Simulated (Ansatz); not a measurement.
**Ga: single point with PBE**

The system is Ga.

```
Ga
1.0
     2.77842    0.00000    0.00000
     0.00000    3.28161    0.00000
    -1.34343    0.00000    3.99027
Ga
2
Direct
  0.13136 0.74760 0.76723
  0.85768 0.25727 0.22752
```

This isn't the form of Ga at room conditions, which is orthorhombic.

The cell isn't the ideal one: atoms moved at random, drawn with an rms of 0.05 Å.

```
Program             : Ansatz 0.2.0
Task                : single point
Functional          : PBE
Potentials or basis : all-electron LAPW, scalar-relativistic
Cutoff              : 256 eV (chosen from the basis error)
Basis error allowed : 0.001 eV/atom
k mesh              : 10 × 8 × 7
Occupations         : fermi-dirac, width 0.05 eV
Spin                : no spin polarisation
```

```yaml
Pressure: 3.1 GPa
Largest_force: 0.098 eV/Å
Band_gap_on_the_k_mesh: none (metal or under the smearing width)
```

Forces on the atoms (eV/Å):
```
Ga  -0.011  0.062 -0.075
Ga   0.011 -0.062  0.075
```

Stress tensor (GPa, compression positive):
```
 3.72  0.02 -0.36
 0.02  1.93  0.00
-0.36  0.00  3.62
```

Levels at points of the mesh, in eV from the Fermi level:
```csv
k point,band 19,band 20,band 21,band 22,band 23,band 24
"(0.00, 0.00, 0.00)",-11.39,-2.08,-1.44,1.83,5.60,9.19
"(0.00, -0.50, 0.00)",-7.90,-7.75,1.65,1.83,2.68,2.70
"(-0.50, 0.00, 0.00)",-6.25,-5.29,-1.39,0.21,6.21,6.62
"(-0.50, -0.50, 0.00)",-2.96,-2.83,-1.81,-1.66,2.11,2.22
```

Wall time 64 s on 1 thread of Arm Neoverse V1, on a shared host, peak memory 0.67 GiB.
